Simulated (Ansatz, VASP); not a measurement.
# Ge in VASP and in Ansatz

```
CELL_PARAMETERS angstrom
2.20457 0.00000 0.00000
0.00000 2.20457 0.00000
0.00000 0.00000 2.20457
ATOMIC_POSITIONS crystal
Ge 0.00000 0.00000 0.00000
```

Change from the starting cell: volume scaled by 0.58, PAW files.

Alike in both runs: task single point; functional LDA; k mesh 15 × 15 × 15; occupations fermi-dirac, width 0.08 eV; no spin polarisation.

```csv
,VASP,Ansatz
version,VASP 6.6.1,Ansatz 0.2.0
potentials or method,"VASP PAW LDA potentials, release 64 (Ge_d)","PAW with Ansatz's default frozen-core files, scalar-relativistic"
plane-wave cutoff (eV),520,420
valence electrons in the cell,14,14
```

Ansatz gave:

| Quantity | Value |
| --- | --- |
| pressure (GPa) | 158.6 |

What did VASP give for the same quantities?

Pressure (GPa): 160.6.

Caveats: the cell as given lies far from equilibrium; so large a pressure means that the cell lies far from this level's equilibrium, or that cutoff or potentials fall short (VASP).
